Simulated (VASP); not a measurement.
A run of VASP 6.6.1 is set up as follows.

File INCAR:

```
  ALGO = Fast
  EDIFF = 1E-7
  EDIFFG = -0.01
  ENCUT = 600
  GGA = PE
  IBRION = 2
  ISIF = 4
  ISMEAR = 0
  LASPH = T
  LCHARG = F
  LREAL = F
  LWAVE = F
  NELM = 80
  NSW = 40
  PREC = Accurate
  SIGMA = 0.03
```

Contents of KPOINTS:

```
k-points
0
Gamma
  12 12 6
```

Contents of POSCAR:

```
AlN                                     
1.0
    3.1068731364      0.0000000000      0.0000000000
   -1.5534365681      2.6906310624     -0.0000000000
    0.0000000000     -0.0000000000      4.9822606686
  Al              N             
     2     2
Direct
     0.3333333332999970    0.6666666667000030    0.9992990147967694
     0.6666666667000030    0.3333333332999970    0.4992990147967694
     0.3333333332999970    0.6666666667000030    0.3807009852032331
     0.6666666667000030    0.3333333332999970    0.8807009852032331
```

Potentials or basis: VASP PAW PBE potentials, release 64 (Al, N).

Run with:

```sh
$ cat potpaw_PBE.64/Al/POTCAR potpaw_PBE.64/N/POTCAR > POTCAR
$ mpirun -np 1 vasp_std > vasp.out
```

**Question.** What does it give for the energy gained by relaxing?

**Answer.** 0.0 meV/atom.

**Question.** What does it give for the band gap on the k mesh?

**Answer.** 4.23 eV, direct.

Final structure:
```yaml
crystal:
  lattice:
    - [3.10780, 0.00000, 0.00000]
    - [-1.55390, 2.69143, 0.00000]
    - [0.00000, 0.00000, 4.97929]
  atoms:
    - { symbol: Al, position: [0.33333, 0.66667, 0.99918] }
    - { symbol: Al, position: [0.66667, 0.33333, 0.49918] }
    - { symbol: N, position: [0.33333, 0.66667, 0.38082] }
    - { symbol: N, position: [0.66667, 0.33333, 0.88082] }
```

A k mesh can miss the band edges.
